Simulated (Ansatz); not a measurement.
The system is Ge.

```
Ge
1.0
     0.00000    2.82891    2.82891
     2.82891    0.00000    2.82891
     2.82891    2.82891    0.00000
Ge
2
Direct
  0.74342 0.80937 0.70719
  0.48313 0.54123 0.48538
```

The cell isn't the ideal one: atoms moved at random, drawn with an rms of 0.15 Å.

```yaml
Program: Ansatz 0.2.0
Task: relaxation of the atoms
Functional: PBE
Potentials_or_basis: Ansatz PAW
Cutoff: 420 eV
Density_cutoff: 1680 eV
k_mesh: 6 × 6 × 6
Occupations: fermi-dirac, width 0.1 eV
Spin: no spin polarisation
```

At the start: volume 22.64 Å³/atom.

Task: Where does the relaxation end?

Result: Over 4 steps the energy falls by 25.2 meV/atom; space group Fd-3m (No. 227, to 0.05 Å).

Step by step:
| step | energy change (eV) | largest force (eV/Å) |
| --- | --- | --- |
| 1 | 0.0000 | 0.9971 |
| 2 | -0.0503 | 0.0538 |
| 3 | -0.0505 | 0.0013 |
| 4 | -0.0505 | 0.0013 |

Final structure:
```
CELL_PARAMETERS angstrom
0.00000 2.82891 2.82891
2.82891 0.00000 2.82891
2.82891 2.82891 0.00000
ATOMIC_POSITIONS crystal
Ge 0.73827 0.80031 0.72129
Ge 0.48827 0.55028 0.47128
```

Caveat: the thresholds are loose for stress.
